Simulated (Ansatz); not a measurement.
# Zone-centre phonons of K2S at -0.9 GPa: input and output

Theory: DFT LDA, scalar-relativistic, plane waves, PAW (Ansatz).

Launched with:
```bash
ansatz run input.yaml --threads 1 --pin off --max-ram 1228MiB --backend cpu --events-out ev --progress --plain --runs-dir out
```

Input (bare energies are in eV):
```yaml
crystal:
  lattice:
    - [0.0, 3.6451, 3.6451]
    - [3.6451, 0.0, 3.6451]
    - [3.6451, 3.6451, 0.0]
  atoms:
    - { symbol: S, position: [0.0, 0.0, 0.0] }
    - { symbol: K, position: [0.25, 0.25, 0.25] }
    - { symbol: K, position: [0.75, 0.75, 0.75] }
basis:
  ecutwfc: 420
kpoints:
  mp_grid: { grid: [6, 6, 6] }
hamiltonian:
  xc: lda
scf:
  occupations: { method: fixed }
output:
  eigenvalues: true
phonons:
  method: dfpt
  dielectric: true
  rigid_motions: translations
  eigenvectors: true
```

The end of the output:
```
--- Phonons (Γ-DFPT): 2 representative perturbations + reference, on 46 of 216 k-points (Σ response iterations 6) ---
  k mesh reduced under 4 symmetry operations, with k and −k counted as one. Each operation leaves every solved perturbation unchanged. A smaller set is not considered because the run solves the response ...
  ASR residual: 1.756e-4 → 0.000e0 eV/Å²; symmetrization residual: 1.890e-6 eV/Å²
  ASR residual per site (eV/Å²): 5.25e-5 1.76e-4 1.76e-4
  Γ frequencies (cm⁻¹): 0.00 0.00 0.00 126.52 126.52 126.52 167.01 167.01 167.01
  ε∞ (high-frequency dielectric tensor):
        3.227187    -0.000000     0.000000
       -0.000000     3.227187    -0.000000
        0.000000    -0.000000     3.227187
  ε⁰ (static dielectric tensor: ions relaxed, cell fixed):
        6.153980    -0.000000    -0.000000
       -0.000000     6.153980     0.000000
       -0.000000     0.000000     6.153980
  ε⁰ − ε∞ (ionic part):
        2.926793    -0.000000    -0.000000
       -0.000000     2.926793     0.000000
       -0.000000     0.000000     2.926793
  softest optical mode at Γ: 126.52 cm⁻¹; the repairs (sum rule, projections) moved no ω² at Γ by more than (1.17 cm⁻¹)²
  Born effective charges Z* (e; rows j = field, columns β = displacement):
    site 0:
        -1.91157   -0.00000    0.00000
         0.00000   -1.91157    0.00000
        -0.00000    0.00000   -1.91157
    site 1:
         0.95578    0.00000   -0.00000
        -0.00000    0.95578   -0.00000
         0.00000   -0.00000    0.95578
    site 2:
         0.95578    0.00000   -0.00000
        -0.00000    0.95578   -0.00000
         0.00000   -0.00000    0.95578
  Z* charge neutrality: 1.060e-3 e pre-enforcement
  solved inside a basis spanned on kpoints, on 6×6×6 k-points, its susceptibility summed on 10×10×10: ε∞ is read to err by 7.0e-3, Z* by 9.9e-3 e (field_mesh: kpoints solves on kpoints); Z* is corrected for ...
  optical modes at Γ without the LO–TO term, one row a degenerate level:
      ω (cm⁻¹) modes IR ((D/Å)²/amu)
        126.52      3             0.0000
        167.01      3            11.1229
  optical modes at Γ + LO–TO along q̂ = [1.0000, 0.0000, 0.0000]:
      ω (cm⁻¹) modes IR ((D/Å)²/amu)
        126.52      3             0.0000
        167.01      2             7.4152
        230.63      1             3.7076
  optical modes at Γ + LO–TO along q̂ = [0.0000, 1.0000, 0.0000]:
      ω (cm⁻¹) modes IR ((D/Å)²/amu)
        126.52      3             0.0000
        167.01      2             7.4152
        230.63      1             3.7076
  optical modes at Γ + LO–TO along q̂ = [0.0000, 0.0000, 1.0000]:
      ω (cm⁻¹) modes IR ((D/Å)²/amu)
        126.52      3             0.0000
        167.01      2             7.4152
        230.63      1             3.7076
```

The cell is the ideal cubic antifluorite prototype.